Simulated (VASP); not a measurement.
# SnTe: single point with PBE

Crystal: SnTe.

```
Sn Te
1.0
     0.00000    3.15650    3.15650
     3.15650    0.00000    3.15650
     3.15650    3.15650    0.00000
Sn Te
1 1
Cartesian
  0.0000 0.0000 0.0000
  3.3730 3.3730 3.3730
```

Measurements of this composition are mostly on another form, of space group No. 225.

The cell isn't the ideal one: all Te atoms moved +0.375 Å, as atom 2 along Cartesian [1 1 1].

```json
{"Program": "VASP 6.6.1", "Task": "single point", "Functional": "PBE", "Potentials or basis": "VASP PAW PBE potentials, release 64 (Sn_d, Te)", "Cutoff": "520 eV", "k mesh": "10 × 10 × 10", "Occupations": "gaussian, width 0.03 eV", "Spin": "no spin polarisation", "Dipole correction": "no", "Further INCAR settings": "ALGO = Fast; EDIFF = 1e-06; NBANDS = 17"}
```

```json
{
  "Pressure": "3.9 GPa",
  "Largest force": "0.628 eV/Å",
  "Band gap on the k mesh": "0.37 eV, direct"
}
```

Forces on the atoms (eV/Å):
```
Sn   0.362  0.362  0.362
Te  -0.362 -0.362 -0.362
```

Stress tensor (GPa, compression positive):
```
3.86 0.16 0.16
0.16 3.86 0.16
0.16 0.16 3.86
```

Levels at points of the mesh, in eV from the valence-band top:
```
           k point  band 6  band 7  band 8  band 9  band 10  band 11  band 12  band 13  band 14  band 15
(0.00, 0.00, 0.00)  -12.76   -4.45   -2.15   -2.15    -1.76     2.67     3.26     3.26     5.19     5.19
(0.50, 0.00, 0.00)  -11.49   -8.20   -2.15   -1.85     0.00     0.37     1.09     1.11     7.68     8.74
(0.50, 0.50, 0.50)  -11.65   -7.78   -1.93   -1.93    -0.67     0.69     0.69     1.03     7.31     9.03
(0.50, 0.50, 0.00)  -11.20   -6.75   -4.97   -3.71    -3.33     1.90     5.20     5.60     6.57     9.13
```

It took 61 s on 1 thread of Intel(R) Xeon(R) 6975P-C (Granite Rapids) (shared host), peak memory 0.29 GiB.

Caveat: spin-orbit coupling is left out, which moves the levels of the heavy elements. A k mesh can miss the band edges.
